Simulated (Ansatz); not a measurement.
ZnCu

Computed with Ansatz (plane waves, PAW, 420 eV cutoff): PBE, scalar-relativistic, no spin polarisation, 12×12×12 k-mesh, Gaussian smearing of 0.05 eV. The datasets are Ansatz's generated set soft_2.

```
Zn Cu
1.0
     2.96523    0.00000    0.00000
     0.00000    2.96523    0.00000
     0.00000    0.00000    2.96523
Zn Cu
1 1
Cartesian
  1.4826 1.4826 1.4826
  0.0000 0.0000 0.0000
```

The chain of runs began from a cell as deposited in COD, expanded in volume.

Cell and atoms are those of this level's equilibrium.

The cell has space group Pm-3m (read at 0.01 Å). In it the stress is 0.00, 0.00, 0.00, 0.00, 0.00, 0.00 GPa and the largest force component 0.000 eV/Å. Each change below starts from this cell, without further relaxation. Stress is in GPa, positive in compression, in the order xx, yy, zz, yz, xz, xy; energies are counted from the cell above and are free energies with the smearing's entropy, which match forces and stress in a metal.

Question: What happens when atom 2 (Cu) is moved by 0.08 Å along z?

Answer: The energy changes by 13.5 meV per cell, and the force on it along the shift is -0.338 eV/Å (−F/u = 4.23 eV/Å²). Stress: 0.48, 0.48, 0.06, 0.00, 0.00, 0.00.
| atom | Fx (eV/Å) | Fy | Fz |
| --- | --- | --- | --- |
| Zn1 | 0.000 | 0.000 | 0.339 |
| Cu2 | 0.000 | 0.000 | -0.338 |
In a harmonic crystal the energy would rise by −½F·u = ½ × 4.23 × 0.08² eV = 13.5 meV, which matches.

Question: What happens when atom 2 (Cu) is moved by 0.08 Å along y?

Answer: The energy changes by 13.5 meV per cell, and the force on it along the shift is -0.338 eV/Å (−F/u = 4.23 eV/Å²). Stress: 0.48, 0.06, 0.48, 0.00, 0.00, 0.00.
```tsv
atom	Fx (eV/Å)	Fy	Fz
Zn1	0.000	0.339	0.000
Cu2	0.000	-0.338	0.000
```
In a harmonic crystal the energy would rise by −½F·u = ½ × 4.23 × 0.08² eV = 13.5 meV, which matches.

Question: What stress follows from an engineering strain of 3 % in yz, atoms carried along?

Answer: 0.11, 0.09, 0.09, -2.56, 0.00, 0.00 GPa; the energy changes by 5.8 meV per cell.
The change of the stress over the strain gives a clamped-atom stiffness of about 85 GPa for this component.
In a harmonic crystal the energy would rise by V(½Cε² − σ₀ε), with σ₀ the stress of the unstrained cell, = 6.3 meV, close to the run's value; the rest is anharmonic or numerical.

Question: What stress follows from an engineering strain of -2 % in yy, atoms carried along?

Answer: 2.34, 2.50, 2.34, 0.00, 0.00, 0.00 GPa; the energy changes by 4.6 meV per cell.
The change of the stress over the strain gives a clamped-atom stiffness of about 125 GPa for this component, a secant value that lies under the elastic constant in tension and over it in compression, by several per cent for each per cent of strain.
In a harmonic crystal the energy would rise by V(½Cε² − σ₀ε), with σ₀ the stress of the unstrained cell, = 4.1 meV, close to the run's value; the rest is anharmonic or numerical.

Question: All atoms and the cell are disturbed at random:
```
CELL_PARAMETERS angstrom
2.95617 -0.02870 -0.00537
-0.02870 2.95369 -0.02758
-0.00537 -0.02758 2.93877
ATOMIC_POSITIONS crystal
Zn 0.50680 0.52047 0.48809
Cu 0.99320 0.97953 0.01191
```
Give the energy change, the stress and the forces.

Answer: 56.1 meV per cell; stress 3.23, 2.62, 3.56, 0.78, -0.14, 2.35 GPa.
| atom | Fx (eV/Å) | Fy | Fz |
| --- | --- | --- | --- |
| Zn1 | -0.246 | -0.568 | 0.298 |
| Cu2 | 0.246 | 0.568 | -0.298 |

Question: All atoms and the cell are disturbed at random:
```xyz
2
Lattice="2.9491 0.0285 -0.0128 0.0285 2.9527 -0.0263 -0.0128 -0.0263 2.9620" Properties=species:S:1:pos:R:3 pbc="T T T"
Zn    1.6919    1.4753    1.3993
Cu   -0.2095    0.0022    0.0621
```
Give the energy change, the stress and the forces.

Answer: 453.4 meV per cell; stress 4.93, 15.38, 13.94, 3.47, -4.64, -2.77 GPa.
```
atom  Fx (eV/Å)      Fy      Fz
 Zn1     -1.934   0.315   0.939
 Cu2      1.934  -0.315  -0.939
```

The striking feature is how little ordered β-brass resists tetragonal shear. Compression along yy raises the transverse stress to 2.34 GPa, almost the 2.50 GPa found along the strained axis, whereas the yz shear meets a stiffness of about 85 GPa. This strong elastic anisotropy is typical of bcc-derived electron compounds. To first order, a volume-conserving tetragonal strain leaves the unlike-neighbour ⟨111⟩ bonds unchanged in length, while a yz shear stretches some and shortens others. The restoring force against the tetragonal distortion must therefore come largely from more distant neighbours and the band energy. Its exact size is uncertain here, being a small difference between two large stresses.

Both atoms sit on inversion centres, so a uniform strain causes no internal displacement, and the clamped-atom stiffnesses are also the relaxed ones. The opposed motion of the two sublattices is firmly restored, so the softness belongs to the shear and not to this optical mode. Phonons away from the zone centre, where a martensitic instability could also appear, remain untested.
